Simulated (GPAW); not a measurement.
Input of a GPAW 26.7.0 run:

Contents of run.py:

```python
from ase import Atoms
from ase.dft.bandgap import bandgap
from ase.io import write
from ase.units import GPa
from gpaw import GPAW, PW

atoms = Atoms(['Mo', 'Mo', 'S', 'S', 'S', 'S'],
              cell=[[3.169, 0.0, 0.0],
                    [-1.5845, 2.7444345046, 0.0],
                    [0.0, 0.0, 12.324]],
              scaled_positions=[[0.6666666667, 0.3333333333, 0.75],
                                [0.3333333333, 0.6666666667, 0.25],
                                [0.6666666667, 0.3333333333, 0.377],
                                [0.3333333333, 0.6666666667, 0.877],
                                [0.6666666667, 0.3333333333, 0.123],
                                [0.3333333333, 0.6666666667, 0.623]],
              pbc=True)

calc = GPAW(mode=PW(600),
            xc='MGGA_X_R2SCAN+MGGA_C_R2SCAN',
            kpts={'size': (6, 6, 2), 'gamma': True},
            occupations={'name': 'fermi-dirac', 'width': 0.05},
            nbands=46,
            convergence={'density': 1e-05, 'energy': 1e-05},
            maxiter=150,
            txt='gpaw.txt')
atoms.calc = calc
energy = atoms.get_potential_energy()
forces = atoms.get_forces()
stress = atoms.get_stress()
calc.write('gs.gpw')
write('result.traj', atoms)
print(f'Energy: {energy:.6f} eV')
print('Forces (eV/A):')
print(forces.round(4))
print('Stress (GPa):', (stress / GPa).round(3))
print('Fermi level:', round(calc.get_fermi_level(), 4), 'eV')
print(f'Gap: {bandgap(calc)[0]:.4f} eV, direct: {bandgap(calc, direct=True)[0]:.4f} eV')

path = atoms.cell.bandpath('GMKGALHA,LM,KH', npoints=60, eps=1e-4)
bs_calc = calc.fixed_density(kpts=path, symmetry='off', nbands=69,
                             convergence={'bands': 'CBM+6.0', 'eigenstates': 1e-6}, txt='bands.txt')
bs = bs_calc.band_structure()
bs.write('bs.json')
print(f'Gap on the path: {bandgap(bs_calc)[0]:.4f} eV')
```

Potentials or basis: GPAW PAW data sets (gpaw-data 1.2.1), pw.

The run is started by

```console
$ OMP_NUM_THREADS=1 python run.py
```

Q: Predict the largest force.

A: 0.230 eV/Å.

Q: Predict the band gap on the k mesh.

A: 0.99 eV, indirect (least direct gap 1.75 eV).

Levels at the corners of the path, in eV from the valence-band top:
```csv
point,band 24,band 25,band 26,band 27,band 28,band 29
Γ,-1.29,-1.17,0.00,2.24,2.24,2.27
M,-1.67,-1.44,-1.32,1.68,1.72,2.08
K,-2.85,-0.80,-0.65,1.11,1.11,1.98
Γ,-1.29,-1.17,0.00,2.24,2.24,2.27
A,-2.28,-0.28,-0.28,2.25,2.25,2.25
L,-1.77,-1.37,-1.37,1.70,1.70,2.22
H,-3.03,-0.73,-0.73,1.11,1.11,2.44
A,-2.28,-0.28,-0.28,2.25,2.25,2.25
L,-1.77,-1.37,-1.37,1.70,1.70,2.22
M,-1.67,-1.44,-1.32,1.68,1.72,2.08
K,-2.85,-0.80,-0.65,1.11,1.11,1.98
H,-3.03,-0.73,-0.73,1.11,1.11,2.44
```

Caveat: the PAW data sets were made with another functional, which shifts forces and pressure a little.

**Measured values to compare with.**

From “Multiwavelength excitation Raman Scattering Analysis of bulk and 2 dimensional MoS2: Vibrational properties of atomically thin MoS2 layers”, 2015, arxiv:1506.03228, for a bulk crystal of MoS2 at 300 K: band gap 1.3 eV (indirect).

A measured gap of MoS2 is 1.3 eV (indirect; 300 K; “Multiwavelength excitation Raman Scattering Analysis of bulk and 2 dimensional MoS2: Vibrational properties of atomically thin MoS2 layers”, 2015, arxiv:1506.03228); the calculated 0.98 eV misses it by -0.32 eV. Spin-orbit coupling on Mo is left out. The value is that of r2SCAN, without temperature or zero-point motion.
